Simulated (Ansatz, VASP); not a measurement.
Mg in VASP and in Ansatz

```xyz
2
Lattice="3.2093 0.0000 0.0000 -1.6046 2.7793 0.0000 0.0000 0.0000 5.2103" Properties=species:S:1:pos:R:3 pbc="T T T"
Mg    1.6047    0.9264    3.9077
Mg    0.0000    1.8529    1.3026
```

Alike in both runs: task single point; functional PBE; k mesh 10 × 10 × 5; occupations gaussian, width 0.026 eV; no spin polarisation.

|  | VASP | Ansatz |
| --- | --- | --- |
| version | VASP 6.6.1 | Ansatz 0.2.0 |
| potentials or method | VASP PAW PBE potentials, release 64 (Mg) | Ansatz PAW |
| plane-wave cutoff (eV) | 520 | 420 |
| valence electrons in the cell | 4 | 20 |

|  | VASP | Ansatz | Ansatz less VASP |
| --- | --- | --- | --- |
| gap on the k mesh at the Fermi level (eV) | none | none | - |
| pressure (GPa) | -0.6 | -0.4 | +0.13 |
| largest component of the traceless stress (GPa) | 0.47 | 0.47 | -0.009 |

A gap of «none» marks a metal or a gap that the smearing closes. The two sets of potentials don't hold the same shells in valence.
